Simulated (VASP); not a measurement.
HgTe:

```
Hg Te
1.0
     6.07468    0.00000    0.00000
    -3.03734    5.26083    0.00000
     0.00000    0.00000    5.02774
Hg Te
3 3
Direct
  0.00000 0.00000 0.00000
  0.33333 0.66667 0.50000
  0.66667 0.33333 0.50000
  0.50000 0.00000 0.00000
  0.50000 0.50000 0.00000
  0.00000 0.50000 0.00000
```

The cell was built by a generator and needn't be a form met in nature.

The cell isn't the ideal one: species swapped into the TlPt type (P6/mmm, No. 191).

- Program: VASP 6.6.1
- Task: relaxation of cell and atoms
- Functional: PBE
- Potentials or basis: VASP PAW PBE potentials, release 64 (Hg, Te)
- Cutoff: 600 eV
- k mesh: 3 × 3 × 4
- Occupations: gaussian, width 0.1 eV
- Spin: no spin polarisation

At the start: pressure 16.5 GPa; volume 26.78 Å³/atom.

Question: How do energy, volume and symmetry change on relaxing?

Answer: Over 16 steps the energy falls by 415.5 meV/atom and the volume is 34.37 Å³/atom (+28.4 %); space group P6/mmm (No. 191, to 0.05 Å).

Step by step:
```tsv
step	energy change (eV)	largest force (eV/Å)	pressure (GPa)	volume (Å³)
1	0.0000	0.0000	16.50	160.68
2	-1.8608	0.0000	-2.62	233.27
3	-2.0729	0.0000	0.02	208.15
4	-2.0739	0.0000	-0.28	210.12
5	-2.0973	0.0000	-0.25	209.00
6	-2.1824	0.0000	-0.09	205.44
7	-2.3555	0.0000	1.08	197.41
8	-1.7704	0.0000	8.03	177.58
9	-2.3930	0.0000	2.15	193.19
10	-2.4022	0.0000	2.12	193.44
11	-2.4214	0.0000	2.08	194.14
12	-2.4289	0.0000	1.93	195.36
13	-2.4482	0.0000	1.59	197.06
14	-2.4851	0.0000	0.64	202.24
15	-2.4699	0.0000	-1.02	212.84
16	-2.4927	0.0000	-0.05	206.24
```

Final structure:
```yaml
crystal:
  lattice:
    - [7.38825, 0.00000, 0.00000]
    - [-3.69412, 6.39841, 0.00000]
    - [0.00000, 0.00000, 4.36268]
  atoms:
    - { symbol: Hg, position: [0.00000, 0.00000, 0.00000] }
    - { symbol: Hg, position: [0.33333, 0.66667, 0.50000] }
    - { symbol: Hg, position: [0.66667, 0.33333, 0.50000] }
    - { symbol: Te, position: [0.50000, 0.00000, 0.00000] }
    - { symbol: Te, position: [0.50000, 0.50000, 0.00000] }
    - { symbol: Te, position: [0.00000, 0.50000, 0.00000] }
```

Caveat: the k mesh is coarse (spacing up to 0.40 Å⁻¹), so the values aren't converged; the volume moved by over 15 % at a fixed basis, so the end points are rough.
